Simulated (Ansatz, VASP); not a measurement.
# AlN: VASP beside Ansatz, part 2 of 2

Aim: how closely do two programs agree when they are given the same cell, functional and k mesh?

VASP 6.6.1 and Ansatz 0.2.0.

So far: Starting point; VASP: G0W0 gap, PBE.

## 3. Ansatz: G0W0 gap, PBE

Level of this step: Ansatz beside VASP: Kohn-Sham DFT, plane waves, PBE, G0W0 (Ansatz).

Ansatz runs on its default PAW (the set named soft_2) files.

The same cell, functional and mesh now go to Ansatz, which takes its cutoff from its data sets.

Contents of input.yaml:

```yaml
crystal:
  lattice:
    - [0.0, 2.1839935596, 2.1839935596]
    - [2.1839935596, 0.0, 2.1839935596]
    - [2.1839935596, 2.1839935596, 0.0]
  atoms:
    - { symbol: Al, position: [0.0, 0.0, 0.0] }
    - { symbol: "N", position: [0.75, 0.75, 0.75] }
hamiltonian:
  xc: pbe
  pseudopotentials: { kind: paw }
kpoints:
  mp_grid: { grid: [4, 4, 4] }
scf:
  occupations: { method: fixed }
gw:
  n_empty_bands: 44
  ecut_chi: 100.0
  qp_bands: [v2, c2]
  qp_kpoints: band_edges
  screening: { model: contour_deformation }
```

Run with:

```
$ ansatz run input.yaml --threads 4 --pin off --max-ram 9216MiB --backend cpu --events-out ev --progress --plain --runs-dir out
```

Numbers of over 12 decimals in the logs are rounded to 6 here.

The program printed:

```text
Engine: ansatz 0.2.0, aarch64-unknown-linux-gnu
Pseudopotentials: kind: paw
Pseudopotential: Al, paw, valence charge 3, recommended cutoff 420 eV (normal), Al.paw.azcp
Pseudopotential: N, paw, valence charge 5, recommended cutoff 420 eV (normal), N.paw.azcp
Functional definition: PBE
  parameter kappa = 0.804
  parameter beta = 0.066725
  exchange = pbe_x(kappa = kappa, mu = beta*pi^2/3)
  correlation = pbe_c(beta = beta)
Crystal: 2 atoms, lattice volume = 20.835 Å³
Basis set: ecut = 420 eV, 411 PW (Γ)
Bands: 8, of which v1, the nominal top of the filled ones, is band 4 counted from 1 (3 counted from 0)
Symmetry: 24 space group operations
Space group: F-43m (ITA 216), of the structure as read, at distance tolerance 2.8e-5 Å
k-points: 8 of 64 (time reversal used)
Non-local potential: Al, projectors of the file, l = 0: 2, l = 1: 2, l = 2: 1
Non-local potential: N, projectors of the file, l = 0: 2, l = 1: 2, l = 2: 1
PAW form: soft (Blöchl's): semilocal exchange-correlation on the pseudo side does not see the compensation charge
PAW one-centre angular grid: Al, 110 points (default); XC on 64 Gauss nodes
PAW one-centre angular grid: N, 110 points (default); XC on 64 Gauss nodes
Initial density: superposition of atomic densities (neutral atoms: chi_scale 0, normalization atom), corrected by the library's trained network
Initial wavefunctions: pseudopotential atomic-orbital guess
Functional: x = pbe(κ = 0.804, μ = 0.219515), c = pbe(β = 0.066725)
SCF iter   1: F=—  HF=-924.167215 eV  |F-HF|=—  |Δ(HF+E_count)|=         —  Δρ=2.04e-3  dr2=8.73e-4  ethr=1.77e-3  ⟨swp⟩=4.8  Hψ=427  notcnv=0  defer=3
preconditioner: auto → none  [insulator: Δε(μ)=3.327 eV  Ē_g=15.398 eV  n_scr=0 (ndim 8)  ℏωp=23.0 eV  f_vac=0.000  ε∞_Penn≈3.2]
SCF iter   2: F=—  HF=-924.167134 eV  |F-HF|=—  |Δ(HF+E_count)|=   8.05e-5  Δρ=9.71e-4  dr2=1.27e-4  ethr=1.09e-5  ⟨swp⟩=2.8  Hψ=175  notcnv=0  defer=14
SCF iter   3: F=—  HF=-924.167119 eV  |F-HF|=—  |Δ(HF+E_count)|=   1.52e-5  Δρ=3.01e-4  dr2=5.99e-6  ethr=1.59e-6  ⟨swp⟩=2.5  Hψ=97  notcnv=0  defer=6
iter 4 did not close the SCF: its close was put off for the readings that it lacked (scf_convergence_deferred on its scf_iter line)
SCF iter   4: F=-924.167139 eV  HF=-924.167139 eV  |F-HF|=1.93e-9  |Δ(HF+E_count)|=   1.93e-5  Δρ=1.88e-5  dr2=2.22e-8  ethr=7.48e-8  ⟨swp⟩=2.5  Hψ=96  notcnv=0
iter 5 did not close the SCF: its close was put off for the readings that it lacked (scf_convergence_deferred on its scf_iter line)
SCF iter   5: F=-924.167139 eV  HF=-924.167139 eV  |F-HF|=1.97e-9  |Δ(HF+E_count)|=   3.85e-9  Δρ=7.57e-6  dr2=3.21e-9  ethr=2.78e-10  ⟨swp⟩=1.4  Hψ=74  notcnv=0
SCF iter   6: F=-924.167139 eV  HF=-924.167139 eV  |F-HF|=1.59e-12  |Δ(HF+E_count)|=   2.31e-9  Δρ=3.53e-7  dr2=9.11e-12  ethr=4.02e-11  ⟨swp⟩=2.6  Hψ=312  notcnv=0
SCF 1 converged in 6 iterations: F = -924.167139 eV  dr2 = 9.11e-12
  greatest PAW one-centre occupation: 0.787 electrons in one spin orbital (limit 2), on the N atom at site 1 (counted from 0), in its partial waves of l = 0
NSCF: frozen V_eff on 8 k-points
G₀W₀ screening: q 1/8
G₀W₀ screening: q 2/8 (q-point 5)
G₀W₀ screening: q 3/8 (q-point 6)
G₀W₀ screening: q 4/8 (q-point 2)
G₀W₀ screening: q 5/8 (q-point 4)
G₀W₀ screening: q 6/8 (q-point 8)
G₀W₀ screening: q 7/8 (q-point 3)
G₀W₀ screening: q 8/8 (q-point 7)
G₀W₀ self-energy: k 1/6
G₀W₀ self-energy: k 2/6
G₀W₀ self-energy: k 3/6
G₀W₀ self-energy: k 4/6
G₀W₀ self-energy: k 5/6
G₀W₀ self-energy: k 6/6
NSCF: frozen V_eff on 1 k-points
SCF converged after 6 iterations
Free energy (F): -924.167139 eV
Harris-Foulkes:  -924.167139 eV  (|F-HF|=1.59e-12)
Internal energy: -924.167139 eV  (E = F + TS)
E sigma→0 (E₀):  -924.167139 eV
Fermi energy:    7.001736 eV
--- Per-component energies (eV) ---
  E_band       = 15.624505
  E_kinetic    = 159.707019
  E_local      = -223.073902  (includes V_loc(G=0)·N_el)
  E_nonlocal   = 55.471449
  E_hartree    = 77.417991
  E_xc         = -101.864378
  E_vxc        = -107.994901  (∫ρ·V_xc dr)
  E_paw        = -595.221860  (= ΣΔE_a)
  E_vpaw       = -23.321225  (= ΣTr[D̂ρ^β])
  E_aug_tail   = 0.000098  (compensation charges beyond the density's cutoff)
  E_ewald      = -296.603555
  E_smearing   = -0.000000  (= −TS)
  E_closure    = 0.000000  (closes the sum)
  Σ components = -924.167139   (vs F -924.167139, Δ=0.00e0)
--- Band table (eV; the first three rows and the last of 8) ---
  k-point 0: bands = ["-7.9734", "7.0017", "7.0017", "7.0017", "11.1758", "19.5569", "19.5569", "19.5569"]
  k-point 1: bands = ["-7.1226", "3.7377", "6.7472", "6.7472", "13.4440", "17.9663", "19.3074", "19.3074"]
  k-point 2: bands = ["-5.9240", "1.1429", "6.5228", "6.5228", "14.3655", "16.8536", "18.1229", "18.1229"]
  k-point 7: bands = ["-5.2322", "3.2187", "3.5628", "4.3061", "13.0296", "18.4044", "18.9579", "19.1677"]
--- G₀W₀: contour deformation, 6 samples at zero and on the imaginary axis and 2 off it, 64 q-points, 44 empty bands' worth ---
  eigenvalues of the whole cell's RPA ε∞ on this k-mesh (on a slab, of 1 + 4πα/V) = 4.9772, 4.9772, 4.9772; static W/v taken at q = 0 is 0.200918
  bands read: the sum over 48 bands ends inside a degenerate multiplet in 1 slot, whose members it reads at an even weight; the widest, k=0: bands 48 to 50 (counted from 1) at 1/3 each
  gw.qp_kpoints: band_edges: 6 of 8 stored k-points solved, in 1 pass; an edge of the gap read off the rows below is read off those points alone
    valence top: of the k-points left out ik 3 came nearest to being solved in a further pass, in band 3 (counted from 1, as in the quasiparticle table): it holds the edge there only if its correction is more favourable than any solved in that band by at least 0.977 eV; those differ by 0.293 eV
    conduction bottom: of the k-points left out ik 3 came nearest to being solved in a further pass, in band 5 (counted from 1, as in the quasiparticle table): it holds the edge there only if its correction is more favourable than any solved in that band by at least 2.653 eV; those differ by 0.513 eV
    ik  band        ε_KS         Σx   Σc(E_QP)       V_xc       Z   E_QP_lin       E_QP  E_QP is
     0     3      7.0017   -21.8575     3.5202   -17.6764  0.7783     6.3362     6.3408  root
     0     4      7.0017   -21.8575     3.5202   -17.6764  0.7783     6.3362     6.3408  root
     0     5     11.1758    -9.6004    -4.0124   -14.4547  0.8099    12.0237    12.0177  root
     0     6     19.5569    -6.4920    -5.2205   -12.7725  0.8015    20.6252    20.6168  root
     1     3      6.7472   -21.8268     3.5654   -17.5688  0.7772     6.0494     6.0546  root
     1     4      6.7472   -21.8268     3.5654   -17.5688  0.7772     6.0494     6.0546  root
     1     5     13.4440    -9.3937    -4.3514   -14.7247  0.8010    14.4332    14.4235  root
     1     6     17.9663    -7.2171    -5.2527   -13.5090  0.7818    19.0238    19.0054  root
     2     3      6.5228   -21.8487     3.6254   -17.5025  0.7760     5.7964     5.8021  root
     2     4      6.5228   -21.8487     3.6254   -17.5025  0.7760     5.7964     5.8021  root
     2     5     14.3655    -7.8201    -4.5409   -13.2573  0.8150    15.2697    15.2619  root
     2     6     16.8536    -7.5383    -5.4815   -14.0547  0.7572    17.9115    17.8885  root
     4     3      4.6717   -20.6714     3.8379   -15.9009  0.7668     3.7266     3.7391  root
     4     4      5.8097   -21.4646     3.7323   -16.9098  0.7730     4.9790     4.9871  root
     4     5     12.8729    -6.4086    -4.3104   -11.4000  0.8127    13.5585    13.5540  root
     4     6     16.9670    -7.4931    -4.8692   -13.3926  0.7993    18.0110    17.9973  root
     5     3      4.5245   -20.6484     3.8994   -15.7951  0.7650     3.5570     3.5706  root
     5     4      6.4804   -21.7659     3.6046   -17.4361  0.7762     5.7495     5.7553  root
     5     5     14.8018    -7.0517    -4.7257   -12.6516  0.7919    15.6860    15.6761  root
     5     6     16.2328    -7.6377    -4.8753   -13.4941  0.8025    17.2265    17.2139  root
     6     3      5.2287   -21.2983     3.8598   -16.5410  0.7693     4.3207     4.3312  root
     6     4      5.2287   -21.2983     3.8598   -16.5410  0.7693     4.3207     4.3312  root
     6     5     10.3016    -5.7346    -3.9426   -10.1434  0.8256    10.7695    10.7678  root
     6     6     15.5997    -5.9978    -4.5078   -11.2912  0.8273    16.3909    16.3852  root
```

It took 0.83 s on 4 threads of Arm Neoverse V2, shared host; peak memory 0.26 GiB.

## 4. Side by side

Known differences besides the potentials themselves: the two programs' PAW sets differ in cores and partial waves; the cutoff is 420 eV in Ansatz and 450 eV in VASP; VASP leaves aspherical gradient terms in its spheres out (LASPH is not set), Ansatz keeps them; Ansatz integrates over frequency by contour deformation, VASP on a grid of NOMEGA points. Total energies have different zeros and are not compared.

Compared:

| quantity | Ansatz | VASP | difference |
| --- | --- | --- | --- |
| G0W0 gap on the mesh (eV) | 4.43 | 4.39 | +0.04 |
| PBE gap under it (eV) | 3.30 | 3.29 | +0.01 |

## 5. Results

```json
{
 "difference in G0W0 gap on the mesh (G0W0 gap, PBE)": "0.039 eV"
}
```

**Reading.** The difference in G0W0 gap on the mesh is 0.039 eV (G0W0 gap, PBE), within the 0.15 eV picked in this series as the mark of a large difference. How closely two codes agree says nothing of how well the functional describes the real material.

[Lines on the potential files, build, host, timing and source positions are cut from VASP's logs without a mark.]

[Logs are printed without paths, hosts, clocks, repeated set-up lines and the standing remarks that a program may print on its own settings, such as how far it seeks lower states.]

[Hosts, paths, dates, database ids (printed as entryN), source tags and the programs' standing remarks are cut or masked in the printed files.]
